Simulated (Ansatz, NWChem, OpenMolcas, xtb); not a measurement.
**Group exchange: HOF + CH2F2O → H2O2 + CHF3**

Gas-phase species: HOF (hypofluorous acid) `OF`, singlet; CH2F2O `OC(F)F`, singlet; H2O2 (hydrogen peroxide) `OO`, singlet; CHF3 (trifluoromethane) `FC(F)F`, singlet. The partners trade F for OH: O–F and C–OH bonds give way to O–OH and C–F.

Shapes, held fixed at every level: PBE0-D4/def2-TZVP. Flexible molecules stand in one conformer, not always the lowest. Programs: Ansatz 0.2.0, NWChem 7.3.0, OpenMolcas 26.06, xtb 6.7.1. A level may come from different programs for different species; with the same settings they agree closely. The zero-point and thermal change to 298 K, harmonic and unscaled (PBE0-D4/def2-TZVP), is +1.3 kJ/mol.

Question: Estimate ΔH(298 K) of this reaction.

Answer: The highest level, CCSD(T)/CBS estimate, gives ΔH(298 K) = -71.4 kJ/mol; the levels span -73.8 to -2.6. GFN1-xTB strays far from the other rows. The column of differences is taken from that level and isn't an error. No measured value is set beside it here. The CBS estimate extrapolates MP2 from def2-TZVPP and def2-QZVPP and adds CCSD(T) − MP2 in the triple-zeta set, cores frozen.

| level | kind | ΔH(298 K) (kJ/mol) | less CCSD(T)/CBS estimate |
| --- | --- | --- | --- |
| GFN1-xTB | semi-empirical | -2.6 | +68.8 |
| PBE0/def2-SVP | global hybrid | -69.6 | +1.8 |
| BHLYP-D4/def2-TZVPP | global hybrid | -73.8 | -2.4 |
| PBE0-D4/def2-TZVPP | global hybrid | -70.1 | +1.3 |
| MP2/def2-SVP | perturbation theory | -72.8 | -1.4 |
| CCSD/def2-SVP | coupled cluster or CI | -70.2 | +1.2 |
| CCSD(T)/def2-TZVPP | coupled cluster or CI | -70.9 | +0.5 |
| CCSD(T)/CBS estimate | coupled cluster or CI | -71.4 | 0.0 |

The exchange is clearly exothermic, and every level except GFN1-xTB puts it close to the -71.4 kJ/mol of the highest one. The driving force is the move of fluorine from oxygen to carbon. In HOF two small, electronegative atoms share a weakly polar bond weakened by lone-pair repulsion, whereas C–F is strong and highly polar. The gain is only partial, because a strong C–OH bond is lost and the new O–O bond suffers from much the same lone-pair repulsion as O–F.

Since the reaction keeps the number of single bonds and lone pairs, much of the correlation and basis-set error probably cancels, which would explain why even MP2 in a small basis does well. GFN1-xTB, at -2.6 kJ/mol, misses nearly all of the exothermicity, which suggests an imbalance in its description of these heteroatom bonds. The reaction enthalpy alone can't assign that error to a particular bond.
